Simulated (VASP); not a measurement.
# Te (C2/m) in VASP: notebook

One crystal, Te, is run at these levels: PBE; tasks: single point.

All numbers are computed with VASP 6.6.1; they aren't measurements. Logs are shortened: lines on timing, memory, paths and dates and some standing lists are left out, and cuts for length are marked.

## 1. Starting point

Symmetry: C2/m, No. 12, monoclinic system. The conventional cell has a = 7.641 Å, b = 4.296 Å, c = 5.977 Å, α = 90.00°, β = 90.90°, γ = 90.00°. Te (site symmetry 2/m) has 6 Te at 3.09 to 3.31 Å as nearest neighbours. Te (site symmetry m) is surrounded by 6 Te at 3.03 to 3.47 Å.

This isn't the form of Te at room conditions, which is trigonal, of chains.

## 2. Single point, PBE

The input, INCAR:

```
ADDGRID = F
ALGO = Normal
EDIFF = 1E-6
ENCUT = 340
GGA = PE
ISIF = 2
ISMEAR = 0
LASPH = T
LCHARG = F
LREAL = F
LWAVE = F
NBANDS = 16
NELM = 100
PREC = Accurate
SIGMA = 0.05
```

The input, KPOINTS:

```
k-points
0
Gamma
  7 7 5
```

The input, POSCAR:

```
Te
1.0
    3.8202894285     -2.1482026000      0.0000000000
    3.8202894285      2.1482026000      0.0000000000
   -0.0942908673      0.0000000000      5.9760906531
Te
3
Direct
    0.0053760000      0.0030970000      0.0153300000
    0.3128830000      0.3144850000      0.3485460000
    0.7243610000      0.6723340000      0.6509690000
```

Potentials or basis: VASP PAW PBE potentials, release 64 (Te).

On the command line:

```console
> cat potpaw_PBE.64/Te/POTCAR > POTCAR
> mpirun -np 1 vasp_std > vasp.out
```

OUTCAR:

```text
EDIFF = 1E-6
   ENCUT = 340
   GGA = PE
   ISIF = 2
   ISMEAR = 0
   LASPH = T
   LREAL = F
   NELM = 100
   PREC = Accurate

 Found    123 irreducible k-points:

 Following reciprocal coordinates:
            Coordinates               Weight
  0.000000  0.000000  0.000000      1.000000
  0.142857  0.000000  0.000000      2.000000
 -0.000000 -0.142857  0.000000      2.000000
  0.285714  0.000000  0.000000      2.000000
  0.000000 -0.285714 -0.000000      2.000000
  0.428571  0.000000  0.000000      2.000000
   k-points           NKPTS =    123   k-points in BZ     NKDIM =    123   number of bands    NBANDS=     16
   number of dos      NEDOS =    301   number of ions     NIONS =      3
   total plane-waves  NPLWV =  28224
   dimension x,y,z NGX =    28 NGY =   28 NGZ =   36
   dimension x,y,z NGXF=    56 NGYF=   56 NGZF=   72
   ions per type =               3
   NGX,Y,Z   is equivalent  to a cutoff of  10.62, 10.62, 10.01 a.u.
   NGXF,Y,Z  is equivalent  to a cutoff of  21.24, 21.24, 20.03 a.u.
 SYSTEM =  unknown system
   PREC   = accura    normal or accurate (medium, high low for compatibility)
   ISTART =      0    job   : 0-new  1-cont  2-samecut
   ICHARG =      2    charge: 1-file 2-atom 10-const
   ISPIN  =      1    spin polarized calculation?
   LNONCOLLINEAR =      F non collinear calculations
   LSORBIT =      F    spin-orbit coupling
   LASPH  =      T    aspherical Exc in radial PAW
   ENCUT  =  340.0 eV  24.99 Ry    5.00 a.u.   6.59  6.59  8.99*2*pi/ulx,y,z
   NELM   =    100;   NELMIN=  2; NELMDL= -5     # of ELM steps
   EDIFF  = 0.1E-05   stopping-criterion for ELM
   LREAL  =      F    real-space projection
   EDIFFG = 0.1E-04   stopping-criterion for IOM
   NSW    =      0    number of steps for IOM
   IBRION =     -1    ionic relax: 0-MD 1-quasi-New 2-CG
   NFREE  =      0    steps in history (QN), initial steepest desc. (CG)
   ISIF   =      2    stress and relaxation
   ISYM   =      2    0-nonsym 1-usesym 2-fastsym
   POTIM  = 0.5000    time-step for ionic-motion
   TEBEG  =    0.0;   TEEND  =   0.0 temperature during run
   PSTRESS=    0.0 pullay stress
   NELECT =      18.0000    total number of electrons
   NUPDOWN=      -1.0000    fix difference up-down
   EMIN   =  10.00;   EMAX   =-10.00  energy-range for DOS
   EFERMI =   0.00;   METHOD = LEGACY
   ISMEAR =     0;   SIGMA  =   0.05  broadening in eV -4-tet -1-fermi 0-gaus
   EFERMI_NEDOS =   21; number of points for ismear=-14 and -15
   IALGO  =     38    algorithm
   IMIX   =      4    mixing-type and parameters
     AMIX     =   0.40;   BMIX     =  1.00
     AMIX_MAG =   1.60;   BMIX_MAG =  1.00
  volume/ion in A,a.u.               =      32.70       220.64
  Fermi-wavevector in a.u.,A,eV,Ry     =   0.930307  1.758025 11.775440  0.865470
  Thomas-Fermi vector in A             =   2.056681
   LORBIT       =      0    0 simple, 1 ext, 2 COOP (PROOUT), +10 PAW based schemes
   GGA     = PE    functional components
   LHFCALC =     F    Hartree Fock is set to
   AEXX    =    0.0000 exact exchange contribution
   IVDW    =     0    specifies the selected vdW correction
   LEPSILON=     F    determine dielectric tensor
   LRPA    =     F    only Hartree local field effects (RPA)
 non-spin polarized calculation
 Gauss-broadening in eV      SIGMA  =   0.05
  energy-cutoff  :      340.00
  volume of cell :       98.09
 maximum number of plane-waves:      1421
   NGX = 13   NGY = 13   NGZ = 17

 number of electron      17.9999995 magnetization

 Free energy of the ion-electron system (eV)
  ---------------------------------------------------
  ext. energy  EPLUGINS =         0.00000000
  ---------------------------------------------------
  free energy    TOTEN  =        -9.25614582 eV

  energy without entropy =       -9.25499772  energy(sigma->0) =       -9.25557177

 E-fermi :   6.4350     XC(G=0):  -9.2725

 val. band max:        6.4288522860   @ k =  -0.4286   0.2857  -0.4000
 cond. band min:       6.4707208675   @ k =  -0.1429  -0.1429   0.2000
 fundamental gap:      0.0418685815
 Fermi energy:         6.4350368178

 k-point     1 :       0.0000    0.0000    0.0000
  band No.  band energies     occupation
      1      -7.3596      2.00000
      2      -4.1638      2.00000
      3      -3.6963      2.00000
      4       3.3465      2.00000
      5       3.7044      2.00000
      6       4.2958      2.00000
      7       4.3425      2.00000
      8       4.8333      2.00000
      9       5.2622      2.00000
     10       7.2944      0.00000
     11       7.4985      0.00000
     12       7.9621      0.00000
     13      11.0648      0.00000
     14      11.8154      0.00000
     15      12.4923      0.00000
     16      12.6694      0.00000

 k-point     2 :       0.1429    0.0000    0.0000
  band No.  band energies     occupation
      1      -7.1876      2.00000
      2      -4.1097      2.00000
      3      -3.7596      2.00000
      4       2.2102      2.00000
      5       3.1909      2.00000
      6       3.5148      2.00000
      7       5.1900      2.00000
      8       5.3544      2.00000
      9       6.1100      2.00000
     10       6.9195      0.00000
     11       7.1914      0.00000
     12       7.5749      0.00000
     13      10.6093      0.00000
     14      11.3859      0.00000
     15      12.2839      0.00000
     16      13.0976      0.00000

 k-point     3 :      -0.0000   -0.1429    0.0000
  band No.  band energies     occupation
      1      -7.1890      2.00000
      2      -4.1370      2.00000
      3      -3.7272      2.00000
      4       2.3216      2.00000
      5       3.0890      2.00000
      6       3.4518      2.00000
      7       5.1888      2.00000
      8       5.3697      2.00000
      9       6.2952      1.99992
     10       6.5484      0.00135
     11       7.2381      0.00000
     12       7.7384      0.00000
     13      10.7072      0.00000
     14      11.4523      0.00000
     15      12.3755      0.00000
     16      12.9022      0.00000

 k-point     4 :       0.2857    0.0000    0.0000
  band No.  band energies     occupation
      1      -6.6890      2.00000
      2      -4.1998      2.00000
      3      -3.8745      2.00000
      4       1.3748      2.00000
      5       2.3953      2.00000
      6       2.7859      2.00000
      7       4.5746      2.00000
      8       5.7038      2.00000
      9       5.8894      2.00000
     10       6.8135      0.00000
     11       7.1138      0.00000
     12       8.6243      0.00000
     13       9.5491      0.00000
     14      11.9512      0.00000
     15      12.8812      0.00000
     16      14.2804      0.00000

 k-point     5 :       0.0000   -0.2857   -0.0000
  band No.  band energies     occupation
      1      -6.6947      2.00000
      2      -4.3033      2.00000
      3      -3.7453      2.00000
      4       1.4895      2.00000
      5       2.2400      2.00000
      6       2.8211      2.00000
      7       4.5242      2.00000
      8       5.5762      2.00000
      9       5.7515      2.00000
     10       6.9234      0.00000
     11       7.3835      0.00000
     12       8.4414      0.00000
     13       9.7160      0.00000
     14      12.0890      0.00000
     15      12.9408      0.00000
     16      13.9714      0.00000

 k-point     6 :       0.4286    0.0000    0.0000
  band No.  band energies     occupation
      1      -5.9475      2.00000
      2      -4.9015      2.00000
      3      -3.7663      2.00000
      4       1.4469      2.00000
      5       1.8604      2.00000
      6       2.4170      2.00000
      7       3.1610      2.00000
      8       5.8063      2.00000
      9       5.9432      2.00000
     10       6.6905      0.00000
     11       6.8634      0.00000
     12       8.9210      0.00000
     13      10.0103      0.00000
     14      13.4802      0.00000
     15      14.4395      0.00000
     16      15.3783      0.00000

 [... further k-points ...]

------------------------ aborting loop because EDIFF is reached ----------------------------------------

  FORCE on cell =-STRESS in cart. coord.  units (eV):
  Direction    XX          YY          ZZ          XY          YZ          ZX
  --------------------------------------------------------------------------------------
  -------------------------------------------------------------------------------------
  Total        0.3339220      1.1403754      0.7700870     -0.2761075      0.4430841     -0.5424467
  in kB        5.4542730     18.6268643     12.5785815     -4.5099327      7.2373250     -8.8603111
  external PRESSURE =      12.2199063 kB  Pullay stress =       0.0000000 kB

 VOLUME and BASIS-vectors are now :
 -----------------------------------------------------------------------------
  energy-cutoff  :      340.00
  volume of cell :       98.09
      direct lattice vectors                 reciprocal lattice vectors
     3.820289429 -2.148202600  0.000000000     0.130880136 -0.232752721  0.002065029
     3.820289429  2.148202600  0.000000000     0.130880136  0.232752721  0.002065029
    -0.094290867  0.000000000  5.976090653     0.000000000  0.000000000  0.167333472

 POSITION                                       TOTAL-FORCE (eV/Angst)
 -----------------------------------------------------------------------------------
      0.03092     -0.00490      0.09161         0.066624     -0.111581     -0.088808
      2.36386      0.00344      2.08294         0.186228      0.023834     -0.479175
      5.27440     -0.11176      3.89025        -0.252852      0.087747      0.567982
 -----------------------------------------------------------------------------------
    total drift:                                0.000104      0.000040      0.000029

  FREE ENERGIE OF THE ION-ELECTRON SYSTEM (eV)
  ---------------------------------------------------
  free  energy   TOTEN  =        -9.2561458180 eV

  energy  without entropy=       -9.2549977172  energy(sigma->0) =       -9.25557177
```

Wall time 72 s (1 thread of AMD EPYC 7R13 (Zen 3), shared host); peak memory 0.18 GiB.

The run converged, but some of its settings lie outside the range that counts as converged, so its numbers aren't taken as properties of the crystal.

What came out:

```
Free energy            : -9.2561 eV
Pressure               : 1.2 GPa
Largest force          : 0.628 eV/Å
Band gap on the k mesh : none (metal or under the smearing width)
```

## 3. Single point, PBE

Edit INCAR of step 2 so:

```diff
@@ -3,3 +3,3 @@
 EDIFF = 1E-6
-ENCUT = 340
+ENCUT = 400
 GGA = PE
```

KPOINTS is that of step 2.

The input, POSCAR:

```
Te
1.0
    3.8202894285     -2.1482026000      0.0000000000
    3.8202894285      2.1482026000      0.0000000000
   -0.0942908673      0.0000000000      5.9760906531
Te
3
Direct
    0.0000000000      0.0000000000      0.0000000000
    0.3094466100      0.3094466100      0.3388094900
    0.6905533900      0.6905533900      0.6611905100
```

Potentials or basis: VASP PAW PBE potentials, release 64 (Te).

On the command line:

```console
> cat potpaw_PBE.64/Te/POTCAR > POTCAR
> mpirun -np 1 vasp_std > vasp.out
```

OUTCAR:

```text
EDIFF = 1E-6
   ENCUT = 400
   GGA = PE
   ISIF = 2
   ISMEAR = 0
   LASPH = T
   LREAL = F
   NELM = 100
   PREC = Accurate

 Found     72 irreducible k-points:

 Following reciprocal coordinates:
            Coordinates               Weight
  0.000000  0.000000  0.000000      1.000000
  0.142857  0.000000  0.000000      4.000000
  0.285714  0.000000  0.000000      4.000000
  0.428571  0.000000  0.000000      4.000000
  0.142857  0.142857  0.000000      2.000000
  0.285714  0.142857  0.000000      4.000000
   k-points           NKPTS =     72   k-points in BZ     NKDIM =     72   number of bands    NBANDS=     16
   number of dos      NEDOS =    301   number of ions     NIONS =      3
   total plane-waves  NPLWV =  36000
   dimension x,y,z NGX =    30 NGY =   30 NGZ =   40
   dimension x,y,z NGXF=    60 NGYF=   60 NGZF=   80
   ions per type =               3
   NGX,Y,Z   is equivalent  to a cutoff of  11.38, 11.38, 11.13 a.u.
   NGXF,Y,Z  is equivalent  to a cutoff of  22.76, 22.76, 22.25 a.u.
 SYSTEM =  unknown system
   PREC   = accura    normal or accurate (medium, high low for compatibility)
   ISTART =      0    job   : 0-new  1-cont  2-samecut
   ICHARG =      2    charge: 1-file 2-atom 10-const
   ISPIN  =      1    spin polarized calculation?
[... 59 lines left out ...]
 fundamental gap:      0.0280080037
 Fermi energy:         6.4820938826

 k-point     1 :       0.0000    0.0000    0.0000
  band No.  band energies     occupation
      1      -7.2278      2.00000
      2      -4.0334      2.00000
      3      -3.8938      2.00000
      4       3.7224      2.00000
      5       3.7433      2.00000
      6       4.2194      2.00000
[... 91 lines left out ...]
      3      -3.8802      2.00000
      4       1.9087      2.00000
      5       2.0249      2.00000
      6       3.7026      2.00000
[... 8 lines left out ...]
     15      13.1916      0.00000
     16      13.8330      0.00000

 [... further k-points ...]

------------------------ aborting loop because EDIFF is reached ----------------------------------------

  FORCE on cell =-STRESS in cart. coord.  units (eV):
  Direction    XX          YY          ZZ          XY          YZ          ZX
  --------------------------------------------------------------------------------------
  -------------------------------------------------------------------------------------
  Total        0.3411042      0.3858688      0.3671569      0.0000000      0.0000000      0.0259487
  in kB        5.5715885      6.3027719      5.9971313      0.0000000      0.0000000      0.4238454
  external PRESSURE =       5.9571639 kB  Pullay stress =       0.0000000 kB

 VOLUME and BASIS-vectors are now :
 -----------------------------------------------------------------------------
  energy-cutoff  :      400.00
  volume of cell :       98.09
      direct lattice vectors                 reciprocal lattice vectors
     3.820289429 -2.148202600  0.000000000     0.130880136 -0.232752721  0.002065029
     3.820289429  2.148202600  0.000000000     0.130880136  0.232752721  0.002065029
    -0.094290867  0.000000000  5.976090653     0.000000000  0.000000000  0.167333472

 POSITION                                       TOTAL-FORCE (eV/Angst)
 -----------------------------------------------------------------------------------
      0.00000      0.00000      0.00000         0.000000      0.000000      0.000000
      2.33240      0.00000      2.02476         0.090709      0.000000     -0.031079
      5.21388      0.00000      3.95133        -0.090709      0.000000      0.031079
 -----------------------------------------------------------------------------------
    total drift:                                0.000000     -0.000000     -0.000000

  FREE ENERGIE OF THE ION-ELECTRON SYSTEM (eV)
  ---------------------------------------------------
  free  energy   TOTEN  =        -9.2965219899 eV

  energy  without entropy=       -9.2955166191  energy(sigma->0) =       -9.29601930
```

OSZICAR:

```text
N       E                     dE             d eps       ncg     rms          rms(c)
DAV:   1     0.582004251220E+02    0.58200E+02   -0.54868E+03  2304   0.713E+02
DAV:   2    -0.596590857651E+01   -0.64166E+02   -0.61090E+02  3104   0.125E+02
DAV:   3    -0.925324487804E+01   -0.32873E+01   -0.32755E+01  2808   0.306E+01
DAV:   4    -0.930546125336E+01   -0.52216E-01   -0.52213E-01  3568   0.464E+00
DAV:   5    -0.930589733434E+01   -0.43608E-03   -0.43608E-03  2984   0.350E-01    0.127E+01
DAV:   6    -0.929343133897E+01    0.12466E-01   -0.39498E-02  2920   0.109E+00    0.774E+00
DAV:   7    -0.929666099610E+01   -0.32297E-02   -0.27927E-02  3064   0.101E+00    0.579E-01
DAV:   8    -0.929661140807E+01    0.49588E-04   -0.24592E-03  2944   0.298E-01    0.191E-01
DAV:   9    -0.929650920104E+01    0.10221E-03   -0.43050E-04  3088   0.120E-01    0.781E-02
DAV:  10    -0.929652326380E+01   -0.14063E-04   -0.12207E-04  3040   0.567E-02    0.236E-02
DAV:  11    -0.929652164568E+01    0.16181E-05   -0.19138E-05  2920   0.242E-02    0.104E-02
DAV:  12    -0.929652198987E+01   -0.34419E-06   -0.16180E-06  2704   0.769E-03
   1 F= -.92965220E+01 E0= -.92960193E+01  d E =-.100537E-02
```

stdout:

```text
POSCAR found type information on POSCAR Te
 POSCAR found :  1 types and       3 ions
 scaLAPACK will be used
 LDA part: xc-table for (Slater+PW92), standard interpolation
 POSCAR, INCAR and KPOINTS ok, starting setup
 FFT: planning ... GRIDC
 FFT: planning ... GRID_SOFT
 FFT: planning ... GRID
 WAVECAR not read
 entering main loop
```

It took 55 s on 1 thread of AMD EPYC 7R13 (Zen 3), shared host; peak memory 0.18 GiB.

These settings aren't checked as converged: the numbers below hold their error.

What came out:

```yaml
Free_energy: -9.2965 eV
Pressure: 0.6 GPa
Largest_force: 0.096 eV/Å
Band_gap_on_the_k_mesh: 0.03 eV, indirect (least direct gap 0.19 eV)
```

Caveat: spin-orbit coupling is left out, which moves the levels of the heavy elements; an odd mesh through Γ misses points on the zone boundary, where band edges often lie.

## 4. Single point, PBE

INCAR is that of step 3.

KPOINTS is that of step 3.

The input, POSCAR:

```
Te
1.0
    3.8202894285     -2.1482026000      0.0000000000
    3.8202894285      2.1482026000      0.0000000000
   -0.0942908673      0.0000000000      5.9760906531
Te
3
Direct
    0.0053760000      0.0030970000      0.0153300000
    0.3128830000      0.3144850000      0.3485460000
    0.7243610000      0.6723340000      0.6509690000
```

On the command line:

```console
> cat potpaw_PBE.64/Te/POTCAR > POTCAR
> mpirun -np 1 vasp_std > vasp.out
```

Run time: 84 s. Hardware: 1 thread of AMD EPYC 7R13 (Zen 3), shared host; peak memory 0.21 GiB.

These settings aren't checked as converged: the numbers below hold their error.

Results:

- Free energy: -9.2561 eV
- Pressure: 1.2 GPa
- Largest force: 0.628 eV/Å
- Band gap on the k mesh: none (metal or under the smearing width)

## 5. For comparison

An earlier run on the cell as given: functional PBE; potentials or basis VASP PAW PBE potentials, release 64 (Te); cutoff 520 eV; k mesh 7 × 7 × 5; occupations fermi-dirac, width 0.05 eV; no spin polarisation.

- Pressure: 0.6 GPa
- Largest force: 0.110 eV/Å
- Band gap on the k mesh: 0.03 eV, indirect (least direct gap 0.20 eV)
